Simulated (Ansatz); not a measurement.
Rh (Fm-3m) under several functionals

**Experimental background.**

“Strong-coupling superconductivity of SrIr2 and SrRh2: Phonon engineering of metallic Ir and Rh”, 2021, arxiv:2108.03692 quotes, for a bulk crystal of Rh: lattice constant a 3.803 Å.

Plane-wave DFT in Ansatz with scalar-relativistic PAW potentials. The same structure was relaxed (cell and atoms, symmetry kept) in separate runs at each level. No spin polarisation.

Question: How do the levels LDA, PBE, PBE+D3(BJ), PBEsol, r2SCAN compare?

Answer:
| level | cutoff (eV) | k mesh | V (Å³/atom) | a (Å) |
| --- | --- | --- | --- | --- |
| LDA | 420 | 20×20×20 | 13.223 | 3.754 |
| PBEsol | 420 | 18×18×18 | 13.502 | 3.780 |
| PBE+D3(BJ) | 420 | 18×18×18 | 13.648 | 3.793 |
| r2SCAN | 500 | 18×18×18 | 13.717 | 3.800 |
| PBE | 420 | 18×18×18 | 14.045 | 3.830 |

The usual order of volumes, LDA < PBEsol < PBE, holds here (13.223, 13.502, 14.045 Å³/atom). As a rule LDA overbinds; PBEsol, built on the gradient expansion of slowly varying densities, lies between LDA and PBE; PBE's stronger gradient term for exchange weakens bonds. Adding D3 to PBE changes the volume by -2.8 %; the term is attractive, so it pulls cells in. In metals the pairwise form ignores screening by the conduction electrons and often pulls in too far. r2SCAN lies 2.3 % under PBE in volume.

For PBE: Against the measured lattice constant a of Rh, 3.803 Å (quoted in “Strong-coupling superconductivity of SrIr2 and SrRh2: Phonon engineering of metallic Ir and Rh”, 2021, arxiv:2108.03692), the calculated 3.830 Å is off by +0.7 %. The calculations are for 0 K without zero-point motion.